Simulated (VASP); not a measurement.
Crystal: ZrS2.

```
CELL_PARAMETERS angstrom
3.69138 0.00000 0.00000
-1.84569 3.19683 0.00000
0.00000 0.00000 6.04108
ATOMIC_POSITIONS crystal
Zr 0.00000 0.00000 0.00000
S 0.66667 0.33333 0.76209
S 0.33333 0.66667 0.23791
```

The cell is a database's computed one.

| Quantity | Value |
| --- | --- |
| Program | VASP 6.6.1 |
| Task | relaxation of cell and atoms |
| Functional | PBE |
| Dispersion | D3(BJ) |
| Potentials or basis | VASP PAW PBE potentials, release 64 (Zr_sv, S) |
| Cutoff | 600 eV |
| k mesh | 9 × 9 × 6 |
| Occupations | gaussian, width 0.02 eV |
| Spin | no spin polarisation |

At the start: pressure -1.9 GPa; volume 23.76 Å³/atom.

Task: How do energy, volume and symmetry change on relaxing?

Result: Over 13 steps the energy falls by 13.6 meV/atom and the volume is 21.80 Å³/atom (-8.3 %); space group P-3m1 (No. 164, to 0.05 Å).

The path:
```
step  energy change (eV)  largest force (eV/Å)  pressure (GPa)  volume (Å³)
   1              0.0000                0.0633           -1.91        71.29
   2             -0.0046                0.4987            1.84        68.40
   3             -0.0109                0.3053            0.15        69.63
   4             -0.0179                0.2028            0.02        69.18
   5             -0.0218                0.0406           -0.18        68.48
   6             -0.0279                0.0389           -0.12        67.82
   7             -0.0396                0.0306            0.22        65.81
   8             -0.0403                0.0183            0.43        64.92
   9             -0.0404                0.0233            0.36        65.20
  10             -0.0372                0.1684           -1.26        66.03
  11             -0.0407                0.0211           -0.02        65.39
  12             -0.0408                0.0033            0.02        65.40
  13             -0.0408                0.0030            0.01        65.40
```

Final structure:
```cif
data_structure
_symmetry_space_group_name_H-M 'P 1'
_symmetry_Int_Tables_number 1
_cell_length_a 3.6341
_cell_length_b 3.6341
_cell_length_c 5.7179
_cell_angle_alpha 90.000
_cell_angle_beta 90.000
_cell_angle_gamma 120.000
_cell_volume 65.40
loop_
_atom_site_label
_atom_site_type_symbol
_atom_site_fract_x
_atom_site_fract_y
_atom_site_fract_z
_atom_site_occupancy
Zr1 Zr 0.00000 0.00000 0.00000 1
S1 S 0.66667 0.33333 0.74444 1
S2 S 0.33333 0.66667 0.25556 1
```
